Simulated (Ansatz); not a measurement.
Runs of Ansatz 0.2.0 on TiC. The structure is cubic, space group Fm-3m (No. 225). Conventional cell: a = 4.331 Å, b = 4.331 Å, c = 4.331 Å, α = 90.00°, β = 90.00°, γ = 90.00°. Ti (site symmetry m-3m) is surrounded by 6 C at 2.17 Å. Around C (site symmetry m-3m) lie 6 Ti at 2.17 Å. The cell is a database's computed one.

```csv
task,level,potentials or basis,U,cell,cutoff (eV),hubbard projectors,double counting,pressure (GPa),V0 of scaled cells (Å³/atom),relaxed volume (Å³/atom),B0 (GPa)
relaxation of cell and atoms,PBE+D4,Ansatz PAW,-,relaxed,420,-,-,0.0,-,(a),-
equation of state,PBE,Ansatz PAW small core,-,as given,420,-,-,-,10.17,-,250
density of states,LDA,Ansatz PAW,-,as given,420,-,-,-12.6,-,-,-
relaxation of cell and atoms,PBEsol+U,Ansatz PAW,Ti d U = 3 eV,relaxed,420,ortho-atomic (the default),fll (the default),0.0,-,(b),-
equation of state,LDA,PseudoDojo LDA,-,as given,1143,-,-,-,9.69,-,283
```

Alike in all rows: no spin polarisation; k mesh 11 × 11 × 11; smearing fermi-dirac 0.05 eV.

Q: Fill in the values left out.

A: (a) 9.98; (b) 10.08.

Caveats: the plane-wave basis is chosen anew once the cell has moved, so the energies of steps on either side of that aren't comparable (some runs); the PAW data sets come from PBE, with cores solved anew for the run's functional, which leaves a small shift of forces and pressure (some runs); the U is typed as a test and isn't derived for this compound (some runs).
